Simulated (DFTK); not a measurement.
Runs of DFTK 0.8.2 on Rh. The structure is cubic, space group Fm-3m (No. 225). Conventional cell: a = 3.796 Å, b = 3.796 Å, c = 3.796 Å, α = 90.00°, β = 90.00°, γ = 90.00°. Around Rh (site symmetry m-3m) lie 12 Rh at 2.68 Å. 

| task | level | potentials or basis | cell | k mesh | cutoff (eV) | valence electrons | SCF solver | mesh quality | gap on the mesh (eV) | pressure (GPa) | V0 of scaled cells (Å³/atom) | B0 (GPa) |
| --- | --- | --- | --- | --- | --- | --- | --- | --- | --- | --- | --- | --- |
| equation of state | AM05 | PseudoDojo 0.4 stringent (PBEsol) | as given | 8 × 8 × 8 | 1197 | Rh 17 | - | not flagged | - | - | 13.49 | 293 |
| band structure | TASK | in-house norm-conserving set (r2SCAN, scalar relativistic) | as given | 10 × 10 × 10 | 1197 | Rh 17 | ScfAndersonSolver | not flagged | none | 1.5 | - | - |
| band structure | LDA | cp2k.nc.sr.lda.v0_1.largecore.gth (LDA, GTH, large core) | as given | 12 × 12 × 12 | 1660 | Rh 9 | - | not flagged | none | (b) | - | - |
| band structure | PBEsol | SG15 1.2 (PBE) | as given | 12 × 12 × 12 | 1225 | Rh 17 | - | not flagged | none | -4.0 | - | - |
| single point | PBEsol | dojo.nc.sr.pbesol.v0_4_1.standard.upf (PBEsol) | cell strained at random at fixed volume | 12 × 12 × 12 | 1197 | Rh 17 | - | not flagged | none | -2.1 | - | - |
| band structure | r2SCAN | cp2k.nc.sr.pbe.v0_1.largecore.gth (PBE, GTH, large core) | as given | 10 × 10 × 10 | 2150 | Rh 9 | ScfAndersonSolver | not flagged | none | 4.6 | - | - |
| band structure | PBEsol | SG15 1.2 (PBE) | as given | 12 × 12 × 12 | 952 | Rh 17 | - | not flagged | none | -4.2 | - | - |
| equation of state | r2SCAN | SG15 1.2 (PBE) | as given | 7 × 7 × 7 | 1225 | Rh 17 | - | coarse | - | - | 13.58 | (a) |

Alike in all rows: no spin polarisation; smearing fermi-dirac 0.05 eV.

Question: Estimate the missing entries.

Answer: (a) 288; (b) -3.6.

Caveats: some runs use coarse meshes; the potentials were made for another functional, which shifts forces and pressure (some runs); GTH potentials come without recommended cutoffs, and this one wasn't checked for convergence (some runs); this set keeps more shells in the core, which shifts pressures and gaps (some runs); the program warned that the kinetic-energy density falls under its von Weizsäcker bound, which can give unphysical results (some runs).

A k mesh can miss the band edges, and the runs leave out spin-orbit coupling on Rh.

A gap of «none» marks a metal or a gap under the smearing width.

Runs at the PBE level aren't shown here.
